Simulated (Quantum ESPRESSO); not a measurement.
# ZrB2 (P6/mmm) in Quantum ESPRESSO: a series of runs, part 2 of 2

Quantum ESPRESSO 7.5. The steps go on from the part before.

**3. Band structure, r2SCAN**

Input file pw.in:

```
&CONTROL
  calculation = 'scf'
  prefix = 'pwscf'
  outdir = './tmp'
  pseudo_dir = './pseudo'
  tprnfor = .true.
  tstress = .true.
  disk_io = 'low'
/
&SYSTEM
  ibrav = 0
  celldm(1) = 8
  nat = 3
  ntyp = 2
  ecutwfc = 70
  nbnd = 15
  input_dft = 'r2scan'
  occupations = 'smearing'
  smearing = 'fd'
  degauss = 0.00367493
  nosym = .true.
/
&ELECTRONS
  conv_thr = 1d-08
  electron_maxstep = 120
  mixing_beta = 0.5
/
ATOMIC_SPECIES
Zr    91.2240 Zr_ONCV_PBE-1.2.upf
B     10.8100 B_ONCV_PBE-1.2.upf
CELL_PARAMETERS alat
  0.7488039768830   0.0000000000000   0.0000000000000
 -0.3744019884415   0.6484832664362   0.0000000000000
  0.0000000000000   0.0000000000000   0.8345502997879
ATOMIC_POSITIONS crystal
Zr     0.0000000000    0.0000000000    0.0000000000
B      0.6666666667    0.3333333333    0.5000000000
B      0.3333333333    0.6666666667    0.5000000000
K_POINTS automatic
8 8 6 0 0 0
```

Input file bands.in:

```
&CONTROL
  calculation = 'bands'
  prefix = 'pwscf'
  outdir = './tmp'
  pseudo_dir = './pseudo'
  disk_io = 'low'
  verbosity = 'high'
/
&SYSTEM
  ibrav = 0
  celldm(1) = 8
  nat = 3
  ntyp = 2
  ecutwfc = 70
  nbnd = 15
  input_dft = 'r2scan'
  occupations = 'smearing'
  smearing = 'fd'
  degauss = 0.00367493
  nosym = .true.
/
&ELECTRONS
  conv_thr = 1d-08
  electron_maxstep = 120
  mixing_beta = 0.5
  diago_full_acc = .true.
  startingwfc = 'random'
/
ATOMIC_SPECIES
Zr    91.2240 Zr_ONCV_PBE-1.2.upf
B     10.8100 B_ONCV_PBE-1.2.upf
CELL_PARAMETERS alat
  0.7488039768830   0.0000000000000   0.0000000000000
 -0.3744019884415   0.6484832664362   0.0000000000000
  0.0000000000000   0.0000000000000   0.8345502997879
ATOMIC_POSITIONS crystal
Zr     0.0000000000    0.0000000000    0.0000000000
B      0.6666666667    0.3333333333    0.5000000000
B      0.3333333333    0.6666666667    0.5000000000
K_POINTS crystal
60
 0.0000000000  0.0000000000  0.0000000000 1
 0.0714285714  0.0000000000  0.0000000000 1
 0.1428571429  0.0000000000  0.0000000000 1
 0.2142857143  0.0000000000  0.0000000000 1
 0.2857142857  0.0000000000  0.0000000000 1
 0.3571428571  0.0000000000  0.0000000000 1
 0.4285714286  0.0000000000  0.0000000000 1
 0.5000000000  0.0000000000  0.0000000000 1
 0.4583333333  0.0833333333  0.0000000000 1
 0.4166666667  0.1666666667  0.0000000000 1
 0.3750000000  0.2500000000  0.0000000000 1
 0.3333333333  0.3333333333  0.0000000000 1
 0.2916666667  0.2916666667  0.0000000000 1
 0.2500000000  0.2500000000  0.0000000000 1
 0.2083333333  0.2083333333  0.0000000000 1
 0.1666666667  0.1666666667  0.0000000000 1
 0.1250000000  0.1250000000  0.0000000000 1
 0.0833333333  0.0833333333  0.0000000000 1
 0.0416666667  0.0416666667  0.0000000000 1
 0.0000000000  0.0000000000  0.0000000000 1
 0.0000000000  0.0000000000  0.1000000000 1
 0.0000000000  0.0000000000  0.2000000000 1
 0.0000000000  0.0000000000  0.3000000000 1
 0.0000000000  0.0000000000  0.4000000000 1
 0.0000000000  0.0000000000  0.5000000000 1
 0.0714285714  0.0000000000  0.5000000000 1
 0.1428571429  0.0000000000  0.5000000000 1
 0.2142857143  0.0000000000  0.5000000000 1
 0.2857142857  0.0000000000  0.5000000000 1
 0.3571428571  0.0000000000  0.5000000000 1
 0.4285714286  0.0000000000  0.5000000000 1
 0.5000000000  0.0000000000  0.5000000000 1
 0.4583333333  0.0833333333  0.5000000000 1
 0.4166666667  0.1666666667  0.5000000000 1
 0.3750000000  0.2500000000  0.5000000000 1
 0.3333333333  0.3333333333  0.5000000000 1
 0.3000000000  0.3000000000  0.5000000000 1
 0.2666666667  0.2666666667  0.5000000000 1
 0.2333333333  0.2333333333  0.5000000000 1
 0.2000000000  0.2000000000  0.5000000000 1
 0.1666666667  0.1666666667  0.5000000000 1
 0.1333333333  0.1333333333  0.5000000000 1
 0.1000000000  0.1000000000  0.5000000000 1
 0.0666666667  0.0666666667  0.5000000000 1
 0.0333333333  0.0333333333  0.5000000000 1
 0.0000000000  0.0000000000  0.5000000000 1
 0.5000000000  0.0000000000  0.5000000000 1
 0.5000000000  0.0000000000  0.4166666667 1
 0.5000000000  0.0000000000  0.3333333333 1
 0.5000000000  0.0000000000  0.2500000000 1
 0.5000000000  0.0000000000  0.1666666667 1
 0.5000000000  0.0000000000  0.0833333333 1
 0.5000000000  0.0000000000  0.0000000000 1
 0.3333333333  0.3333333333  0.0000000000 1
 0.3333333333  0.3333333333  0.0833333333 1
 0.3333333333  0.3333333333  0.1666666667 1
 0.3333333333  0.3333333333  0.2500000000 1
 0.3333333333  0.3333333333  0.3333333333 1
 0.3333333333  0.3333333333  0.4166666667 1
 0.3333333333  0.3333333333  0.5000000000 1
```

Potentials or basis: SG15 PBE 1.2.

Launch:

```console
> OMP_NUM_THREADS=1 mpirun -n 2 pw.x -nk 2 -in pw.in > pw.out
> OMP_NUM_THREADS=1 mpirun -n 2 pw.x -nk 2 -in bands.in > bands.out
```

It took 1.9 min on 2 MPI ranks of Arm Neoverse V2, shared host; peak memory 0.2 GiB.

The run converged. Its results:

```yaml
Free_energy: -1448.2820 eV
Pressure: -0.1 GPa
Band_gap_on_the_k_mesh: none (metal or under the smearing width)
```

Stress tensor (GPa, compression positive):
```
-0.83  0.00  0.00
 0.00 -0.83  0.00
 0.00  0.00  1.41
```

Levels at the corners of the path, in eV from the Fermi level:
| point | band 5 | band 6 | band 7 | band 8 | band 9 | band 10 | band 11 | band 12 | band 13 | band 14 |
| --- | --- | --- | --- | --- | --- | --- | --- | --- | --- | --- |
| Γ | -13.90 | -2.94 | -2.94 | -2.83 | -2.80 | 3.51 | 3.51 | 4.31 | 4.31 | 4.66 |
| M | -9.78 | -9.49 | -4.30 | -3.47 | -2.94 | 2.13 | 2.35 | 5.06 | 5.11 | 6.58 |
| K | -8.67 | -8.67 | -7.46 | -2.76 | -2.76 | 1.49 | 1.49 | 3.24 | 8.83 | 8.83 |
| Γ | -13.90 | -2.94 | -2.94 | -2.83 | -2.80 | 3.51 | 3.51 | 4.31 | 4.31 | 4.66 |
| A | -11.83 | -7.65 | -1.21 | -1.21 | 0.24 | 0.24 | 0.74 | 0.74 | 1.86 | 5.11 |
| L | -10.90 | -7.78 | -5.06 | -4.56 | -2.47 | 3.86 | 4.01 | 5.44 | 6.38 | 6.71 |
| H | -9.62 | -9.62 | -5.46 | -3.10 | -3.10 | 4.21 | 6.14 | 6.14 | 6.76 | 6.76 |
| A | -11.83 | -7.65 | -1.21 | -1.21 | 0.24 | 0.24 | 0.74 | 0.74 | 1.86 | 5.11 |
| L | -10.90 | -7.78 | -5.06 | -4.56 | -2.47 | 3.86 | 4.01 | 5.44 | 6.38 | 6.71 |
| M | -9.78 | -9.49 | -4.30 | -3.47 | -2.94 | 2.13 | 2.35 | 5.06 | 5.11 | 6.58 |
| K | -8.67 | -8.67 | -7.46 | -2.76 | -2.76 | 1.49 | 1.49 | 3.24 | 8.83 | 8.83 |
| H | -9.62 | -9.62 | -5.46 | -3.10 | -3.10 | 4.21 | 6.14 | 6.14 | 6.76 | 6.76 |

Caveat: the k mesh is coarse; the potentials were made for another functional, which shifts forces and pressure.

**4. Single point, r2SCAN, 9.63 Å³/atom**

pw.in: that of step 3 with these lines changed.

```diff
@@ -7,3 +7,3 @@
   tstress = .true.
-  disk_io = 'low'
+  disk_io = 'nowf'
 /
@@ -11,3 +11,2 @@
   ibrav = 0
-  celldm(1) = 8
   nat = 3
@@ -21,2 +20,5 @@
   nosym = .true.
+  nr1 = 36
+  nr2 = 36
+  nr3 = 48
 /
@@ -30,6 +32,6 @@
 B     10.8100 B_ONCV_PBE-1.2.upf
-CELL_PARAMETERS alat
-  0.7488039768830   0.0000000000000   0.0000000000000
- -0.3744019884415   0.6484832664362   0.0000000000000
-  0.0000000000000   0.0000000000000   0.8345502997879
+CELL_PARAMETERS angstrom
+   3.1052879646    0.0000000000    0.0000000000
+  -1.5526439823    2.6892582634    0.0000000000
+   0.0000000000    0.0000000000    3.4608777221
 ATOMIC_POSITIONS crystal
```

Launch:

```console
> OMP_NUM_THREADS=1 mpirun -n 2 pw.x -nk 2 -in pw.in > pw.out
```

Wall time 2.6 min (2 MPI ranks of Arm Neoverse V2, shared host); peak memory 0.22 GiB.

It converged, with:

| Property | Result |
| --- | --- |
| Free energy | -1448.1899 eV |
| Pressure | 16.8 GPa |
| Band gap on the k mesh | none (metal or under the smearing width) |

Caveat: the k mesh is coarse; the potentials were made for another functional, which shifts forces and pressure.

**5. Single point, r2SCAN, 9.84 Å³/atom**

pw.in: that of step 4 with these lines changed.

```diff
@@ -33,5 +33,5 @@
 CELL_PARAMETERS angstrom
-   3.1052879646    0.0000000000    0.0000000000
-  -1.5526439823    2.6892582634    0.0000000000
-   0.0000000000    0.0000000000    3.4608777221
+   3.1271569103    0.0000000000    0.0000000000
+  -1.5635784551    2.7081973259    0.0000000000
+   0.0000000000    0.0000000000    3.4852509034
 ATOMIC_POSITIONS crystal
```

Launch:

```console
> OMP_NUM_THREADS=1 mpirun -n 2 pw.x -nk 2 -in pw.in > pw.out
```

It took 2.6 min on 2 MPI ranks of Arm Neoverse V2, shared host; peak memory 0.22 GiB.

The run converged. Its results:

- Free energy: -1448.2425 eV
- Pressure: 10.6 GPa
- Band gap on the k mesh: none (metal or under the smearing width)

Caveat: the k mesh is coarse; the potentials were made for another functional, which shifts forces and pressure.

**6. Single point, r2SCAN, 10.04 Å³/atom**

pw.in: that of step 5 with these lines changed.

```diff
@@ -33,5 +33,5 @@
 CELL_PARAMETERS angstrom
-   3.1271569103    0.0000000000    0.0000000000
-  -1.5635784551    2.7081973259    0.0000000000
-   0.0000000000    0.0000000000    3.4852509034
+   3.1487241912    0.0000000000    0.0000000000
+  -1.5743620956    2.7268751391    0.0000000000
+   0.0000000000    0.0000000000    3.5092878761
 ATOMIC_POSITIONS crystal
```

Potentials or basis: SG15 PBE 1.2.

Launch:

```console
> OMP_NUM_THREADS=1 mpirun -n 2 pw.x -nk 2 -in pw.in > pw.out
```

Run time: 2.7 min. Hardware: 2 MPI ranks of Arm Neoverse V2, shared host; peak memory 0.22 GiB.

It converged, with:

| Quantity | Value |
| --- | --- |
| Free energy | -1448.2725 eV |
| Pressure | 5.0 GPa |
| Band gap on the k mesh | none (metal or under the smearing width) |

Caveat: the k mesh is coarse; the potentials were made for another functional, which shifts forces and pressure.

**7. Single point, r2SCAN, 10.25 Å³/atom**

pw.in: that of step 6 with these lines changed.

```diff
@@ -33,5 +33,5 @@
 CELL_PARAMETERS angstrom
-   3.1487241912    0.0000000000    0.0000000000
-  -1.5743620956    2.7268751391    0.0000000000
-   0.0000000000    0.0000000000    3.5092878761
+   3.1700000000    0.0000000000    0.0000000000
+  -1.5850000000    2.7453005300    0.0000000000
+   0.0000000000    0.0000000000    3.5330000000
 ATOMIC_POSITIONS crystal
```

Launch:

```console
> OMP_NUM_THREADS=1 mpirun -n 2 pw.x -nk 2 -in pw.in > pw.out
```

It took 2.7 min on 2 MPI ranks of Arm Neoverse V2, shared host; peak memory 0.22 GiB.

It converged, with:

| Property | Result |
| --- | --- |
| Free energy | -1448.2820 eV |
| Pressure | -0.1 GPa |
| Band gap on the k mesh | none (metal or under the smearing width) |

Caveat: the k mesh is coarse; the potentials were made for another functional, which shifts forces and pressure.

**8. Single point, r2SCAN, 10.45 Å³/atom**

pw.in: that of step 7 with these lines changed.

```diff
@@ -33,5 +33,5 @@
 CELL_PARAMETERS angstrom
-   3.1700000000    0.0000000000    0.0000000000
-  -1.5850000000    2.7453005300    0.0000000000
-   0.0000000000    0.0000000000    3.5330000000
+   3.1909939893    0.0000000000    0.0000000000
+  -1.5954969947    2.7634818581    0.0000000000
+   0.0000000000    0.0000000000    3.5563980329
 ATOMIC_POSITIONS crystal
```

Launch:

```console
> OMP_NUM_THREADS=1 mpirun -n 2 pw.x -nk 2 -in pw.in > pw.out
```

Run time: 2.7 min. Hardware: 2 MPI ranks of Arm Neoverse V2, shared host; peak memory 0.22 GiB.

It converged, with:

- Free energy: -1448.2727 eV
- Pressure: -4.7 GPa
- Band gap on the k mesh: none (metal or under the smearing width)

Caveat: the k mesh is coarse; the potentials were made for another functional, which shifts forces and pressure.

**9. Single point, r2SCAN, 10.66 Å³/atom**

pw.in: that of step 8 with these lines changed.

```diff
@@ -33,5 +33,5 @@
 CELL_PARAMETERS angstrom
-   3.1909939893    0.0000000000    0.0000000000
-  -1.5954969947    2.7634818581    0.0000000000
-   0.0000000000    0.0000000000    3.5563980329
+   3.2117153101    0.0000000000    0.0000000000
+  -1.6058576551    2.7814270483    0.0000000000
+   0.0000000000    0.0000000000    3.5794921737
 ATOMIC_POSITIONS crystal
```

Potentials or basis: SG15 PBE 1.2.

Launch:

```console
> OMP_NUM_THREADS=1 mpirun -n 2 pw.x -nk 2 -in pw.in > pw.out
```

Run time: 2.8 min. Hardware: 2 MPI ranks of Arm Neoverse V2, shared host; peak memory 0.22 GiB.

It converged, with:

| Item | Value |
| --- | --- |
| Free energy | -1448.2466 eV |
| Pressure | -8.9 GPa |
| Band gap on the k mesh | none (metal or under the smearing width) |

Caveat: the k mesh is coarse; the potentials were made for another functional, which shifts forces and pressure.

**10. Single point, r2SCAN, 10.86 Å³/atom**

pw.in: that of step 9 with these lines changed.

```diff
@@ -33,5 +33,5 @@
 CELL_PARAMETERS angstrom
-   3.2117153101    0.0000000000    0.0000000000
-  -1.6058576551    2.7814270483    0.0000000000
-   0.0000000000    0.0000000000    3.5794921737
+   3.2321726471    0.0000000000    0.0000000000
+  -1.6160863235    2.7991436218    0.0000000000
+   0.0000000000    0.0000000000    3.6022921016
 ATOMIC_POSITIONS crystal
```

Launch:

```console
> OMP_NUM_THREADS=1 mpirun -n 2 pw.x -nk 2 -in pw.in > pw.out
```

Run time: 2.8 min. Hardware: 2 MPI ranks of Arm Neoverse V2, shared host; peak memory 0.24 GiB.

It converged, with:

* Free energy: -1448.2051 eV
* Pressure: -12.7 GPa
* Band gap on the k mesh: none (metal or under the smearing width)

Caveat: the k mesh is coarse; the potentials were made for another functional, which shifts forces and pressure.

**11. Equation of state, r2SCAN**

This step only gathers the single runs of the series.

Results:

```yaml
Equilibrium_volume: 10.25 Å³/atom
Bulk_modulus_at_fixed_shape_and_positions: 243 GPa
Pressure_derivative_of_the_bulk_modulus: 3.9
```

Energy against volume, from the lowest point:
| volume (Å³/atom) | energy (meV/atom) |
| --- | --- |
| 9.634 | 30.70 |
| 9.839 | 13.14 |
| 10.044 | 3.14 |
| 10.249 | 0.00 |
| 10.454 | 3.07 |
| 10.659 | 11.79 |
| 10.864 | 25.63 |

Caveat: the potentials were made for another functional, which shifts forces and pressure; the cell was scaled at fixed shape and fractional positions, which overstates the stiffness of a crystal with free parameters, most of all of layers and chains.

**12. The reference run**

An earlier run on the cell as given: functional PBEsol; potentials or basis GBRV 1.5 PBEsol; cutoff 612 eV; density cutoff 4898 eV; k mesh 10 × 10 × 8; occupations fermi-dirac, width 0.05 eV; no spin polarisation.

* Pressure: -4.0 GPa
* Band gap on the k mesh: none (metal or under the smearing width)

**13. Overview**

| task | level | potentials or basis | k mesh | cutoff (eV) | form of the LDA correlation | SCF threshold | symmetry | gap on the mesh (eV) | pressure (GPa) |
| --- | --- | --- | --- | --- | --- | --- | --- | --- | --- |
| band structure | LDA | GBRV 1.5 LDA | 10 × 10 × 8 | 612 | PZ81 | 6e-10 Ry | - | none | -8.4 |
| band structure | r2SCAN | SG15 PBE 1.2 | 8 × 8 × 6 | 952 | - | 1e-08 Ry | off | none | -0.1 |
| equation of state | r2SCAN | SG15 PBE 1.2 | 8 × 8 × 6 | 952 | - | 1e-08 Ry | off | - | - |
| single point | PBEsol | GBRV 1.5 PBEsol | 10 × 10 × 8 | 612 | - | 6e-10 Ry | - | none | -4.0 |

Alike in all rows: no spin polarisation; cell as given; smearing fermi-dirac 0.05 eV.

Caveats: the potentials were made for another functional, which shifts forces and pressure (some runs); the cell was scaled at fixed shape and fractional positions, which overstates the stiffness of a crystal with free parameters, most of all of layers and chains (some runs).

Total energies depend on the potentials used, so only differences within one code and one set of settings carry meaning.
